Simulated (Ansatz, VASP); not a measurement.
## Cr: VASP beside Ansatz

```xyz
2
Lattice="2.8143 0.0000 0.0000 0.0000 2.8143 0.0000 0.0000 0.0000 2.8143" Properties=species:S:1:pos:R:3 pbc="T T T"
Cr    0.0000    0.0000    0.0000
Cr    1.4071    1.4071    1.4071
```

Alike in both runs: functional PBEsol; k mesh 18 × 18 × 18; occupations methfessel-paxton of order 1, width 0.1 eV; no spin polarisation.

Ansatz relaxed the structure, and its values are those at the end. VASP's run is a single point on that final structure, the one shown.

```csv
,VASP,Ansatz
version,VASP 6.6.1,Ansatz 0.2.0
potentials or method,"VASP PAW PBE potentials, release 64 (Cr_pv)","scalar-relativistic, plane waves, PAW"
plane-wave cutoff (eV),520,420
valence electrons in the cell,24,28
```

|  | VASP | Ansatz | Ansatz less VASP |
| --- | --- | --- | --- |
| gap on the k mesh at the Fermi level (eV) | none | none | - |
| pressure (GPa) | -0.6 | 0.0 | +0.58 |

A gap of «none» marks a metal or a gap that the smearing closes. The two sets of potentials don't hold the same shells in valence.

Caveats: the PAW data sets were made with another functional, which shifts forces and pressure a little (VASP); the run has no spin polarisation, though such a crystal can be magnetic. Spin polarisation is off, so any magnetic state and its effect on volume and gap are missing.
